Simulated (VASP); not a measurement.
Here is a VASP 6.6.1 calculation.

File INCAR:

```
ALGO = Normal
EDIFF = 1E-8
ENCUT = 520
GGA = PE
ISIF = 2
ISMEAR = 0
KPAR = 2
LASPH = T
LCHARG = F
LEPSILON = T
LREAL = F
LWAVE = F
NELM = 80
PREC = Accurate
SIGMA = 0.03
```

The input KPOINTS:

```
k-points
0
Monkhorst-Pack
  10 10 8
```

File POSCAR:

```
TiPbO3                                  
1.0
    3.8768596581      0.0000000000      0.0000000000
    0.0000000000      3.8768596581     -0.0000000000
    0.0000000000     -0.0000000000      4.1765726513
  Ti              Pb              O             
     1     1     3
Direct
     0.5000000000000000    0.5000000000000000    0.5364967332039774
     0.0000000000000000    1.0000000000000000    0.9991278221178517
     0.5000000000000000    0.5000000000000000    0.1110739504037532
     0.5000000000000000    0.0000000000000000    0.6172507471372124
     0.0000000000000000    0.5000000000000000    0.6172507471372124
```

Potentials or basis: VASP PAW PBE potentials, release 64 (Ti_sv, Pb_d, O).

Launch:

```sh
$ cat potpaw_PBE.64/Ti_sv/POTCAR potpaw_PBE.64/Pb_d/POTCAR potpaw_PBE.64/O/POTCAR > POTCAR
$ mpirun -np 2 vasp_std > vasp.out
```

Predict the electronic dielectric tensor (diagonal).

7.28, 7.28, 6.70.

What does it give for the Born charges (mean of the diagonal)?

Ti +5.88; Pb +3.65; O -2.89, -3.32 e.

Electronic dielectric tensor:
```
7.28 0.00 0.00
0.00 7.28 0.00
0.00 0.00 6.70
```

The run has no spin-orbit coupling, so splittings on Pb are missing.
